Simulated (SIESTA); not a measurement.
## Fe under changes of volume

One of the cells (12.019 Å³/atom); the others are scaled copies at fixed shape and fractional positions:

```
Fe
1.0
    -1.44300    1.44300    1.44300
     1.44300   -1.44300    1.44300
     1.44300    1.44300   -1.44300
Fe
1
Direct
  0.00000 0.00000 0.00000
```

- Program: SIESTA 5.4.2
- Functional: LDA
- Potentials or basis: PseudoDojo 0.4 standard (LDA files)
- Basis: DZP (energy shift 0.003 Ry; two zetas on semicore shells)
- Grid cutoff: 800 Ry
- Energy shift: 0.003 Ry
- k mesh: 10 × 10 × 10
- Occupations: fermi-dirac, width 0.05 eV
- Spin: collinear spin, ferromagnetic start
- Starting moments: [3.0] μB

```tsv
volume (Å³/atom)	energy over the lowest point (meV/atom)	pressure (GPa)	moment (μB per cell)
11.298	0.00	-17.7	2.13
11.538	29.88	-21.8	2.14
11.778	?	?	?
12.019	106.04	-27.8	2.17
12.259	149.53	-29.4	2.22
12.499	194.97	-30.8	2.29
12.740	242.07	-31.4	2.36
```

**Question.** What does the run at 11.778 Å³/atom give?

**Answer.** Energy over the lowest point 65.61 meV/atom; pressure -25.2 GPa; moment 2.14 μB per cell.

Worked out: A Birch-Murnaghan fit of order 3 (a polynomial in V^(-2/3)) to the other rows has no minimum within the range. It gives 65.67 meV/atom at 11.778 Å³/atom, against the run's 65.61, and -dE/dV = -25.5 GPa, against -25.2. A parabola through the other rows of the moment, of slope 0.0914 μB per Å³/atom there, gives 2.15 μB, against the run's 2.14.

Energies are extrapolated to zero smearing.

Caveats: short orbitals over semicore shells can move pressures by several GPa; the basis of atomic orbitals isn't converged, which shifts pressures, moduli and gaps; the cell as given lies far from equilibrium (some runs).
